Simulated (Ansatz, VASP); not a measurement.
# Al26N27 (V_Al) in two plane-wave programs

Aim: how closely do two programs agree when they are given the same cell, functional and k mesh? The cell is taken from a series of runs on this material, whose earlier steps may have relaxed, scaled, displaced or heated it; both programs get it as it stands.

Main program and level: Ansatz 0.2.0; plane waves, with VASP 6.6.1 beside it; r2SCAN.

**1. Set-up**

The cell holds 53 atoms: 26 Al and 27 N. Its edges and angles: a = 9.547 Å, b = 9.547 Å, c = 9.547 Å, α = 60.0°, β = 60.0°, γ = 60.0°. It derives from AlN (AlN (F-43m)). Nearest the centre at fractional (0.333, 0.667, 0.667): N43 at 2.23 Å, N35 at 2.24 Å, N44 at 2.26 Å, N41 at 2.29 Å, Al11 at 3.19 Å, Al25 at 3.19 Å, Al3 at 3.19 Å, Al7 at 3.20 Å.

Structure file:

```
Al N
1.0
     0.00000    6.75082    6.75082
     6.75082    0.00000    6.75082
     6.75082    6.75082    0.00000
Al N
26 27
Direct
  0.99930 0.99960 0.99979
  0.99948 0.99954 0.33351
  0.99896 0.00103 0.66596
  0.99935 0.33327 0.99982
  0.99951 0.33285 0.33356
  0.99955 0.33301 0.66639
  0.99907 0.66574 0.00201
  0.99941 0.66646 0.33347
  0.99864 0.66631 0.66581
  0.33261 0.99960 0.99988
  0.33195 0.00096 0.33302
  0.33134 0.00344 0.66536
  0.33024 0.33070 0.00672
  0.33236 0.33301 0.33360
  0.33058 0.33054 0.66458
  0.33088 0.66545 0.00442
  0.33183 0.66636 0.33266
  0.66577 0.99969 0.99981
  0.66576 0.99960 0.33333
  0.66586 0.99960 0.66662
  0.66584 0.33313 0.99986
  0.66580 0.33327 0.33337
  0.67268 0.33072 0.66425
  0.66563 0.66696 0.99963
  0.66789 0.66577 0.33311
  0.67036 0.66547 0.66490
  0.08271 0.08346 0.08340
  0.08278 0.08380 0.41682
  0.08264 0.08388 0.74973
  0.08279 0.41662 0.08421
  0.08288 0.41661 0.41692
  0.08274 0.41663 0.74963
  0.08261 0.74957 0.08436
  0.08267 0.74970 0.41669
  0.04613 0.76173 0.76279
  0.41602 0.08381 0.08293
  0.41570 0.08389 0.41667
  0.41597 0.08342 0.74999
  0.41547 0.41663 0.08416
  0.41562 0.41663 0.41675
  0.43077 0.37247 0.76480
  0.41610 0.75013 0.08297
  0.42872 0.76171 0.38027
  0.42993 0.76318 0.76398
  0.74932 0.08343 0.08335
  0.74938 0.08346 0.41674
  0.74889 0.08380 0.75005
  0.74939 0.41683 0.08338
  0.75019 0.41663 0.41680
  0.75012 0.41662 0.74950
  0.74918 0.75028 0.08317
  0.75033 0.74957 0.41663
  0.74896 0.75014 0.75011
```

**2. Ansatz: single point, r2SCAN**

Ansatz runs on its PAW soft_1 files.

A single point takes one fixed geometry, so differences don't come from the geometry; what else differs is listed under the comparison.

input.yaml reads:

```yaml
crystal:
  checkpoint: "../q0_M1.relax.run"
  host: checkpoint
basis:
  ecutwfc: 500
  xc_grid: 2
hamiltonian:
  xc: r2scan
  pseudopotentials: { kind: paw, azcp: { folder: soft_1 } }
kpoints:
  mp_grid: { grid: [2, 2, 2], shift: [0.5, 0.5, 0.5] }
magnetization:
  spin_polarized: true
  initial_magnetization: 1
  spin_locking: { lock_magnetization: hard }
scf:
  occupations: { method: fermi_dirac, width: 0.01 }
  max_iter: 100
output:
  forces: true
  eigenvalues: true
  charged_corrections:
    epsilon: 4.64
    static_epsilon: 8.51
    defect_position: [0.333333, 0.666667, 0.666667]
  eigenstates: { localisation: true }
  populations: true
  efg: {}
  band_densities: [{ bands: [v1, v1] }, { bands: [c1, c1] }]
  write_density: true
  write_potential: true
  volumetric_format: npy
  elf: true
checkpoint:
  read: "../q0_M1.relax.run"
  write: "../q0_M1.point.run"
  compress: false
  write_wavefunctions: false
  write_every: 100000
```

Run with:

```
$ ansatz run input.yaml --threads 8 --pin off --max-ram 15073MiB --backend cpu --events-out ev --progress --plain --runs-dir out
```

Numbers of over 12 decimals in the logs are rounded to 6 here.

Log:

```text
Warning: This run holds its total moment fixed (magnetization.spin_locking.lock_magnetization: hard) and mixes its density by anderson or broyden (scf.mixing.algorithm, typed or taken by auto). Slabs with a fixed moment have converged under broyden above another state at the same moment, at the default mixing steps and at smaller ones, and under scf.lower_state_search: standard, light or off a state that such a mixer [...]
crystal.checkpoint: the structure is that of <dir>, a `relax` run, at its step 7: its result, under r2scan at a charge of 0 e; 53 atoms read, 0 with a starting moment; crystal.structure_sha256 for this input is
Engine: ansatz 0.2.0, x86_64-unknown-linux-gnu
Pseudopotentials: kind: paw
Pseudopotential: Al, paw, valence charge 3, recommended cutoff 500 eV (meta_gga), soft_1/Al.paw.azcp
Pseudopotential: N, paw, valence charge 5, recommended cutoff 500 eV (meta_gga), soft_1/N.paw.azcp
Functional definition: r2SCAN
  parameter k0 = 0.174
  parameter k1 = 0.065
  parameter a1 = 4.9479
  exchange = r2scan_x(k0 = k0, k1 = k1, a1 = a1)
  correlation = r2scan_c
Crystal: 53 atoms, lattice volume = 615.317 Å³
Basis set: ecut = 500 eV, 15593 PW (Γ), exchange–correlation on 144×144×144 points (8 copies of the dense FFT grid, shifted against one another)
Bands: 160, of which v1, the nominal top of the filled ones, is band 107 counted from 1 (106 counted from 0)
Symmetry: 1 space group operations
Space group: P1 (ITA 1), of the structure as read, at distance tolerance 8.5e-5 Å
Magnetic group: BNS 1.1 (UNI 1), of the structure as read, at distance tolerance 8.5e-5 Å
k-points: 4 of 8 (time reversal used)
Non-local potential: Al, projectors of the file, l = 0: 2, l = 1: 2, l = 2: 1
Non-local potential: N, projectors of the file, l = 0: 2, l = 1: 2, l = 2: 1
PAW form: soft (Blöchl's): semilocal exchange-correlation on the pseudo side does not see the compensation charge
PAW frozen core: Al, regenerated for the run's functional (the file was generated under x = pbe(κ = 0.804, μ = 0.219515), c = pbe(β = 0.066725))
PAW frozen core: N, regenerated for the run's functional (the file was generated under x = pbe(κ = 0.804, μ = 0.219515), c = pbe(β = 0.066725))
PAW one-centre angular grid: Al, 302 points (default); XC on 160 Gauss nodes
PAW one-centre angular grid: N, 302 points (default); XC on 160 Gauss nodes
Initial density: read from a saved state, or passed on in memory by an earlier SCF of this step, an earlier step, the calling program or the single point that the run made first
Stability of the state it starts from, as read at its close in the collinear treatment: not read, because the mixer in use, unlike msr1, does not test its closes by its own steps (another_mixer); its run was given moments
Starting moments: Σ|m| = 1 μB on 53 of 53 sites; this step starts from the density that it was given
Initial wavefunctions: pseudopotential atomic-orbital guess — the wavefunctions supplied were not used: k-point sampling differs
Functional: x = r2scan, c = r2scan; τ floored in thin density (d = 2e-4 eV/Å³)
iter 1 solved again at ethr=2.92e-5 eV; its pass at ethr=3.10e-3 eV (dr2=6.21e-2 eV) is discarded
SCF iter   1: F=—  HF=-24515.759707 eV  |F-HF|=—  |Δ(HF+E_count)|=         —  Δρ=2.01e-3 (↑1.62e-3 ↓2.01e-3)  dr2=6.58e-2  dr2_τ=1.40e-3  dr2_m=3.08e-3  M=1.000 μB ∫|m|=3.146 μB  β_m=1.20  ethr=2.92e-5  ⟨swp⟩=9.8  Hψ=9471  notcnv=0  defer=12
preconditioner: auto → Resta (q_TF=auto, 2.286 Å⁻¹)  ε∞=3.7  [insulator: Δε(μ)=0.321 eV  Ē_g=13.291 eV  σ=0.010 eV  W_gap=1.00  n_scr=136 (ndim 8)  ℏωp=21.8 eV  f_vac=0.002  D(μ)=0.00/eV (n_scr^D=0)  ε∞_Penn≈3.7]
spin=Collinear: Resta preconditioning applied to the charge; magnetization (m = ρ↑ − ρ↓) channel mixes plain (no charge-response kernel on spin).
SCF iter   2: F=—  HF=-24515.756838 eV  |F-HF|=—  |Δ(HF+E_count)|=   2.87e-3  Δρ=1.51e-3 (↑9.76e-4 ↓1.51e-3)  dr2=3.68e-2  dr2_τ=2.74e-4  dr2_m=1.38e-3  M=1.000 μB ∫|m|=3.140 μB  β_m=1.20  ethr=2.92e-5  ⟨swp⟩=2.8  Hψ=2270  notcnv=0  defer=194  κ⁻¹=1.0e0(r=1)
SCF iter   3: F=—  HF=-24515.756269 eV  |F-HF|=—  |Δ(HF+E_count)|=   5.69e-4  Δρ=1.10e-3 (↑7.86e-4 ↓1.10e-3)  dr2=2.48e-2  dr2_τ=7.81e-5  dr2_m=4.14e-4  M=1.000 μB ∫|m|=3.141 μB  β_m=1.20  ethr=1.73e-5  ⟨swp⟩=2.1  Hψ=1750  notcnv=0  defer=284  κ⁻¹=8.5e-2(r=2)
[...]
atom  51  N  V_zz =    -0.119168   η = 0.5733   by run symmetry: allowed
            electrostatic potential = -514.752831 V   contact ρ = 1411.326567 e/Å³   contact ρ_s (e/Å³): all electrons -0.015532, valence -0.014642
  atom  52  Al V_zz =    -0.995647   η = 0.5782   by run symmetry: allowed
            electrostatic potential = -1228.972140 V   contact ρ = 10108.027210 e/Å³   contact ρ_s (e/Å³): all electrons -0.154047, valence -0.149529
  atom  53  N  V_zz =    +0.158746   η = 0.8250   by run symmetry: allowed
            electrostatic potential = -514.843960 V   contact ρ = 1411.611996 e/Å³   contact ρ_s (e/Å³): all electrons +0.093422, valence +0.183376
--- Band table (eV; the first three rows and the last of 8) ---
  k-point 0 ↑: bands = [... 103 lower, 5.2817, 5.3094, 5.3965, 5.6386, 7.3327, 10.1058, 10.4918, 10.5839, ... 49 higher]
  k-point 1 ↑: bands = [... 103 lower, 5.1638, 5.2586, 5.3300, 5.5433, 7.2694, 9.9196, 10.7220, 10.8320, ... 49 higher]
  k-point 2 ↑: bands = [... 103 lower, 5.1740, 5.2880, 5.4255, 5.6134, 7.1457, 9.9239, 10.7494, 10.8250, ... 49 higher]
  k-point 3 ↓: bands = [... 103 lower, 5.2391, 5.3598, 6.5045, 6.8539, 7.3494, 9.9247, 10.7476, 10.8306, ... 49 higher]
--- Löwdin populations: 53 sites ---
  site symbol       q [e]    m [muB]
     0     Al      1.9182     0.0003
     1      N      6.0124     0.0001
     2     Al      1.9195     0.0003
     3      N      6.0175    -0.0003
     4     Al      1.9119    -0.0195
     5      N      6.0176    -0.0005
     6     Al      1.9184    -0.0001
     7      N      6.0188    -0.0007
     8     Al      1.9234    -0.0006
     9      N      6.0140    -0.0001
    10     Al      1.9248    -0.0005
    11      N      6.0179    -0.0009
    12     Al      1.9132    -0.0181
    13      N      6.0192     0.0008
    14     Al      1.9240    -0.0015
    15      N      6.0181     0.0014
    16     Al      1.9138    -0.0187
    17      N      5.8399     0.5948
    18     Al      1.9112    -0.0012
    19      N      6.0065    -0.0199
    20     Al      1.9121    -0.0194
    21      N      6.0176    -0.0005
    22     Al      1.9106    -0.0198
    23      N      6.0079    -0.0201
[...]
45     Al      1.9072     0.0198
    46      N      6.0185    -0.0008
    47     Al      1.9114    -0.0073
    48      N      6.0033     0.0719
    49     Al      1.9133    -0.0180
    50      N      6.0192     0.0008
    51     Al      1.9125    -0.0199
    52      N      6.0045     0.0781
  spilling = 0.007909 (of n_electrons = 213.000000)
--- Band densities, each state counted as filled ---
  window                                       electrons  max residual (eV)  cut levels
  bands: [v1, v1]                    1.000000 + 1.000000             4.3e-4           0
  bands: [c1, c1]                    1.000000 + 1.000000             4.8e-4           0
```

Reading the cycles: dr2 is the Hartree energy of the density residual (eV), the measure of convergence; HF is the Harris–Foulkes estimate of the energy, which meets the free energy F at convergence.

**3. VASP: single point, r2SCAN**

The same cell, functional, mesh and smearing now go to VASP, with its own data sets.

Lines of VASP's logs that name or quote its potential files are left out, and so is its time.

INCAR reads:

```
SYSTEM = Al26N27
PREC = Accurate
ENCUT = 580
EDIFF = 1E-06
NELM = 200
ISMEAR = -1
SIGMA = 0.01
LREAL = Auto
ALGO = Normal
METAGGA = R2SCAN
LASPH = .TRUE.
NBANDS = 144
ISPIN = 2
MAGMOM = 0 0 -0 -0 -0 -0 -0 -0 -0 -0 -0 -0 0 -0 0 -0 -0 -0 0 -0 -0 -0 0 -0 -0 -0 0 -0 -0 -0 -0 -0 0 0 0.4 -0.02 -0 -0.02 -0 -0 -0.59 0.06 0.4 0.45 -0 0 -0.02 -0 -0 -0 0.06 0 0.06
LORBIT = 11
LWAVE = .FALSE.
LCHARG = .FALSE.
ISIF = 2
ISYM = 0
NUPDOWN = 1
GGA_COMPAT = .FALSE.
LMIXTAU = .TRUE.
KPAR = 4
```

POSCAR reads:

```
Al26N27
1.0
    0.0000000000      6.7508155590      6.7508155590
    6.7508155590      0.0000000000      6.7508155590
    6.7508155590      6.7508155590      0.0000000000
Al N
26 27
Direct
    0.9992980564      0.9995999347      0.9997938692
    0.9994769822      0.9995408368      0.3335057219
    0.9989645219      0.0010303068      0.6659567055
    0.9993546784      0.3332737939      0.9998200443
    0.9995137872      0.3328549573      0.3335568327
    0.9995526599      0.3330103320      0.6663894046
    0.9990656445      0.6657388131      0.0020148769
    0.9994137917      0.6664611688      0.3334671944
    0.9986378104      0.6663106057      0.6658112085
    0.3326060404      0.9995964010      0.9998813032
    0.3319506614      0.0009605036      0.3330223623
    0.3313440350      0.0034421983      0.6653600264
    0.3302374177      0.3307017205      0.0067210503
    0.3323561116      0.3330066452      0.3335959456
    0.3305782450      0.3305388810      0.6645793625
    0.3308827271      0.6654505324      0.0044205599
    0.3318302881      0.6663563844      0.3326602240
    0.6657726598      0.9996939292      0.9998063296
    0.6657649859      0.9995997838      0.3333259446
    0.6658643127      0.9995991488      0.6666150019
    0.6658356161      0.3331288169      0.9998638619
    0.6657971501      0.3332745247      0.3333744810
    0.6726844863      0.3307171023      0.6642452122
    0.6656298748      0.6669568235      0.9996343535
    0.6678892750      0.6657715672      0.3331139825
    0.6703625335      0.6654662346      0.6648966658
    0.0827147449      0.0834572897      0.0834036461
    0.0827752254      0.0837964590      0.4168161794
    0.0826404454      0.0838761678      0.7497316071
    0.0827866751      0.4166236491      0.0842117709
    0.0828844216      0.4166111523      0.4169187259
    0.0827425907      0.4166326512      0.7496279148
    0.0826090668      0.7495673227      0.0843648388
    0.0826671236      0.7497033538      0.4166878585
    0.0461269783      0.7617278408      0.7627922249
    0.4160203733      0.0838058898      0.0829269356
    0.4156960708      0.0838898016      0.4166743323
    0.4159735132      0.0834213467      0.7499948620
    0.4154714539      0.4166274358      0.0841614847
    0.4156236311      0.4166327776      0.4167470565
    0.4307701915      0.3724652190      0.7648016858
    0.4160981249      0.7501315816      0.0829714711
    0.4287197606      0.7617084397      0.3802667483
    0.4299348644      0.7631834627      0.7639787697
    0.7493196742      0.0834278739      0.0833522394
    0.7493772326      0.0834639216      0.4167433719
    0.7488933699      0.0838035136      0.7500494544
    0.7493866951      0.4168260449      0.0833836046
    0.7501863925      0.4166316462      0.4168021731
    0.7501243769      0.4166162567      0.7495004151
    0.7491756678      0.7502828792      0.0831692779
    0.7503346998      0.7495722110      0.4166287139
    0.7489608542      0.7501429546      0.7501092315
```

KPOINTS reads:

```
Points of the shifted mesh
8
Reciprocal
 0.2500000000  0.2500000000  0.2500000000 1
 0.2500000000  0.2500000000  0.7500000000 1
 0.2500000000  0.7500000000  0.2500000000 1
 0.2500000000  0.7500000000  0.7500000000 1
 0.7500000000  0.2500000000  0.2500000000 1
 0.7500000000  0.2500000000  0.7500000000 1
 0.7500000000  0.7500000000  0.2500000000 1
 0.7500000000  0.7500000000  0.7500000000 1
```

The projector-augmented-wave data sets are Al and N (PBE family, release 64).

Run with:

```
$ mpirun -np 8 vasp_std
```

Log:

```text
[banner, memory and clock lines left out]
running    8 mpi-ranks, on    1 nodes
[...]
|                                                                             |
|           W    W    AA    RRRRR   N    N  II  N    N   GGGG   !!!           |
|           W    W   A  A   R    R  NN   N  II  NN   N  G    G  !!!           |
|           W    W  A    A  R    R  N N  N  II  N N  N  G       !!!           |
|           W WW W  AAAAAA  RRRRR   N  N N  II  N  N N  G  GGG   !            |
|           WW  WW  A    A  R   R   N   NN  II  N   NN  G    G                |
|           W    W  A    A  R    R  N    N  II  N    N   GGGG   !!!           |
|                                                                             |
|     For optimal performance we recommend to set                             |
|       NCORE = 2 up to number-of-cores-per-socket                            |
|     NCORE specifies how many cores store one orbital (NPAR=cpu/NCORE).      |
|     This setting can greatly improve the performance of VASP for DFT.       |
[...]
|                                                                             |
|     You enforced a specific xc type in the INCAR file but a different       |
|     [... a line on the potential file left out ...]
|     I HOPE YOU KNOW WHAT YOU ARE DOING!                                     |
|                                                                             |

 LDA part: xc-table for (None), standard interpolation
 POSCAR, INCAR and KPOINTS ok, starting setup
[...]
entering main loop
       N       E                     dE             d eps       ncg     rms          rms(c)
DAV:   1     0.851089066604E+03    0.85109E+03   -0.10676E+05  4608   0.149E+03
DAV:   2    -0.494650617077E+03   -0.13457E+04   -0.12894E+04  5816   0.291E+02
DAV:   3    -0.608136921578E+03   -0.11349E+03   -0.11214E+03  5480   0.905E+01
DAV:   4    -0.610246928748E+03   -0.21100E+01   -0.21028E+01  5432   0.131E+01
[...]
DAV:  24    -0.499410537601E+03   -0.38989E-05   -0.85532E-07  2896   0.325E-03    0.165E-03
DAV:  25    -0.499410539089E+03   -0.14877E-05   -0.61303E-07  2992   0.318E-03    0.105E-03
DAV:  26    -0.499410539273E+03   -0.18477E-06   -0.11593E-07  2688   0.104E-03
   1 F= -.49941054E+03 E0= -.49941054E+03  d E =-.365148E-08  mag=     1.0000
```

Parts of OUTCAR (step 3):

```text
  FREE ENERGIE OF THE ION-ELECTRON SYSTEM (eV)
  ---------------------------------------------------
  free  energy   TOTEN  =      -499.4105392734 eV

  energy  without entropy=     -499.4105392697  energy(sigma->0) =     -499.41053927

 magnetization (x)
# of ion       s       p       d       tot
------------------------------------------
    1       -0.000   0.000   0.000   0.000
    2       -0.000   0.000   0.000   0.000
    3       -0.003  -0.005   0.000  -0.008
    4        0.000  -0.000   0.000  -0.000
    5       -0.000  -0.000   0.000  -0.000
    6       -0.000  -0.000   0.000  -0.000
    7       -0.002  -0.003   0.000  -0.005
    8       -0.000  -0.000   0.000  -0.000
    9       -0.002  -0.003   0.000  -0.005
   10       -0.000  -0.000   0.000  -0.000
   11       -0.003  -0.005   0.000  -0.008
   12       -0.003  -0.006   0.000  -0.009
   13        0.004   0.006   0.000   0.010
[...]
--------------------------------------------------
tot          0.017   0.709   0.000   0.726
```

The run ends at a pressure of -13.74 GPa, with forces up to 0.20 eV/Å.

**4. Differences**

Known differences besides the potentials themselves: VASP starts from the moments at which Ansatz ended; VASP keeps PBE cores, Ansatz makes them for the functional; the cutoff is 500 eV in Ansatz and 580 eV in VASP (PREC = Accurate, projectors in real space); site moments are counted in spheres of each program's own size. Total energies have different zeros and are not compared.

The two programs side by side:

| quantity | Ansatz | VASP | difference |
| --- | --- | --- | --- |
| total moment, fixed by the input (μB) | 1.00 | 1.00 | 0.00 |
| moment on N41 (μB) | -0.59 | -0.56 | -0.03 |
| moment on N44 (μB) | 0.45 | 0.43 | +0.02 |
| moment on N35 (μB) | 0.40 | 0.39 | +0.02 |
| moment on N43 (μB) | 0.40 | 0.38 | +0.02 |
| moment on N53 (μB) | 0.06 | 0.06 | +0.01 |
| moment on N42 (μB) | 0.06 | 0.06 | +0.01 |
| moment on N51 (μB) | 0.06 | 0.05 | +0.01 |

Forces on 8 of the 53 atoms, those with the largest forces and the largest differences (eV/Å; atoms numbered as in POSCAR):

| atom | Ansatz x, y, z | VASP x, y, z |
| --- | --- | --- |
| Al7 | 0.142, -0.017, -0.044 | 0.150, -0.019, -0.048 |
| Al12 | -0.077, 0.143, -0.076 | -0.065, 0.139, -0.074 |
| Al16 | -0.068, -0.072, 0.146 | -0.054, -0.069, 0.142 |
| Al17 | 0.002, 0.005, -0.007 | 0.002, -0.008, -0.002 |
| Al25 | -0.042, -0.019, 0.141 | -0.046, -0.026, 0.151 |
| Al26 | 0.145, -0.070, -0.067 | 0.144, -0.063, -0.056 |
| N44 | -0.103, -0.122, -0.103 | -0.105, -0.127, -0.106 |
| N53 | -0.041, 0.066, 0.078 | -0.049, 0.065, 0.076 |

The forces differ by 4.3 meV/Å r.m.s., which is 8.7 % of the r.m.s. force of 0.049 eV/Å (both taken over all components).

**5. What came out**

```
r.m.s. force difference (single point, r2SCAN) : 4.3 meV/Å
```

What this shows: The r.m.s. force difference is 4.3 meV/Å (single point, r2SCAN), within the 12 meV/Å picked in this series as the mark of a large difference. Such differences can come from data sets, numerical settings and the points named under the comparisons, not from the functional's error against experiment.

[Lines on the potential files, build, host, timing and source positions are cut from VASP's logs without a mark.]

[Logs are printed without paths, hosts, clocks, repeated set-up lines and the standing remarks that a program may print on its own settings, such as how far it seeks lower states.]

[Hosts, paths, dates, database ids (printed as entryN), source tags and the programs' standing remarks are cut or masked in the printed files.]
